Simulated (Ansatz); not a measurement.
**Cu2O (Cuprite): band structure with r2SCAN**

**What was measured.**

From “Importance of surface oxygen vacancies for ultrafast hot carrier relaxation and transport in Cu2O”, 2021, arxiv:2103.03167, for a bulk crystal of Cu2O: band gap 2.17 eV (direct).

The system is Cu2O (Cuprite).

```
Cu O
1.0
     4.26000    0.00000    0.00000
     0.00000    4.26000    0.00000
     0.00000    0.00000    4.26000
Cu O
4 2
Direct
  0.75000 0.25000 0.75000
  0.75000 0.75000 0.25000
  0.25000 0.75000 0.75000
  0.25000 0.25000 0.25000
  0.50000 0.50000 0.50000
  0.00000 0.00000 0.00000
```

| Quantity | Value |
| --- | --- |
| Program | Ansatz 0.2.0 |
| Task | band structure |
| Functional | r2SCAN |
| Potentials or basis | Ansatz PAW |
| Cutoff | 500 eV (not typed: the program's choice for these potentials) |
| k mesh | 6 × 6 × 6 |
| Occupations | fermi-dirac, width 0.05 eV |
| Spin | no spin polarisation |
| Path | [["G", "X", "M", "G", "R", "X"], ["M", "R"]] |
| Points for each segment of the path | 14 |

| Property | Result |
| --- | --- |
| Pressure | -1.2 GPa |
| Band gap on the k mesh | 0.77 eV, direct |
| Band gap along the path | 0.77 eV, direct |

Levels at the corners of the path, in eV from the valence-band top:
| point | band 42 | band 43 | band 44 | band 45 | band 46 | band 47 |
| --- | --- | --- | --- | --- | --- | --- |
| Γ | 0.00 | 0.00 | 0.00 | 0.77 | 1.48 | 1.48 |
| X | -1.29 | -0.37 | -0.37 | 2.51 | 2.51 | 4.51 |
| M | -1.30 | -0.65 | -0.65 | 2.19 | 2.19 | 4.14 |
| Γ | 0.00 | 0.00 | 0.00 | 0.77 | 1.48 | 1.48 |
| R | -0.60 | -0.60 | -0.60 | 2.71 | 2.71 | 2.71 |
| X | -1.29 | -0.37 | -0.37 | 2.51 | 2.51 | 4.51 |
| M | -1.30 | -0.65 | -0.65 | 2.19 | 2.19 | 4.14 |
| R | -0.60 | -0.60 | -0.60 | 2.71 | 2.71 | 2.71 |

Wall time 12 s on 2 threads of Arm Neoverse V2 (shared host), peak memory 0.56 GiB.

Measured gap of Cu2O: 2.17 eV (direct; quoted in “Importance of surface oxygen vacancies for ultrafast hot carrier relaxation and transport in Cu2O”, 2021, arxiv:2103.03167). This calculation gives 0.77 eV (-1.40 eV). So large a miss can be the level of theory's own, or it may mean another phase, state or a wrong row. The value is that of r2SCAN, without temperature or zero-point motion.

Caveat: the PAW data sets come from PBE, with cores solved anew for the run's functional, which leaves a small shift of forces and pressure.
